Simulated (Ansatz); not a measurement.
All numbers below come from DFT PBE, scalar-relativistic, plane waves, PAW in Ansatz. Settings: cutoff 420 eV, Γ-centred meshes spaced at most about 0.3 Å⁻¹, and about 0.25 Å⁻¹ or finer for metals (2π included), Gaussian smearing. No spin polarisation in the final relaxations.

All energies are static (0 K, no zero-point motion). All come from trial cells, and lower structures may exist.

**Question.** Order these relaxed structures of GaAs by energy, lowest first, with the energy over the lowest of them.
A.

```xyz
4
Lattice="3.8170 0.0000 0.0000 0.0000 3.8170 0.0000 0.0000 0.0000 6.8151" Properties=species:S:1:pos:R:3 pbc="T T T"
Ga    0.0000    1.9085    0.0000
Ga    1.9085    0.0000    3.4075
As    1.9085    1.9085    1.7038
As    1.9085    1.9085    5.1113
```

B.

```xyz
2
Lattice="3.8101 0.0000 0.0000 0.0000 3.8101 0.0000 0.0000 0.0000 2.7389" Properties=species:S:1:pos:R:3 pbc="T T T"
Ga    1.9051    1.9051    1.3695
As    0.0000    0.0000    1.3695
```

**Answer.** B (0 meV/atom), A (148 meV/atom). Forms: B P4/mmm; A P4_2/mmc. Counting As atoms around Ga (those within 1.25 times the shortest such distance or 1.15 times the sum of covalent radii): B has Ga 4; A has Ga 4. Even the lowest lies +0.05 eV/atom against the elements.

Cells relaxed within their symmetry can be saddle points. The part of the Crystallography Open Database at hand lists GaAs in space group No. 216, which no cell shown has. Some types were kept out of the candidates beforehand, so the set may lack a known form.
